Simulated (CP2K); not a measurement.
Crystal: MoS2.

```
CELL_PARAMETERS angstrom
3.16900 0.00000 0.00000
-1.58450 2.74443 0.00000
0.00000 0.00000 12.32400
ATOMIC_POSITIONS crystal
Mo 0.66667 0.33333 0.75000
Mo 0.33333 0.66667 0.25000
S 0.66667 0.33333 0.37700
S 0.33333 0.66667 0.87700
S 0.66667 0.33333 0.12300
S 0.33333 0.66667 0.62300
```

Base run:

```yaml
Program: CP2K 2026.2
Functional: PBE
Potentials_or_basis: POTENTIAL_UZH Mo GTH-PBE-q14, S GTH-PBE-q6; DZVP-MOLOPT-PBE-GTH basis
Density_cutoff: 9184 eV
k_mesh: 10 × 10 × 3
Occupations: fermi-dirac, width 0.05 eV
Spin: no spin polarisation
```

Its results: band gap on the k mesh 0.96 eV, indirect (least direct gap 1.91 eV); pressure 3.9 GPa; largest force 0.174 eV/Å.

The run is repeated on the same cell with these changes: functional from PBE to HLE17. What comes out?

Band gap on the k mesh 1.13 eV, indirect (least direct gap 1.77 eV); pressure -8.1 GPa; largest force 1.331 eV/Å.

Caveats: the basis of atomic orbitals isn't converged, which shifts pressures, moduli and gaps; this functional lacks dispersion, which binds the layers, so the pressure and a relaxed spacing across them are unreliable (some runs); the potentials were made for another functional, which shifts forces and pressure (some runs); the potentials were made for a functional far from this one (some runs); the mesh misses the band edges, which the band path finds closer together (some runs).
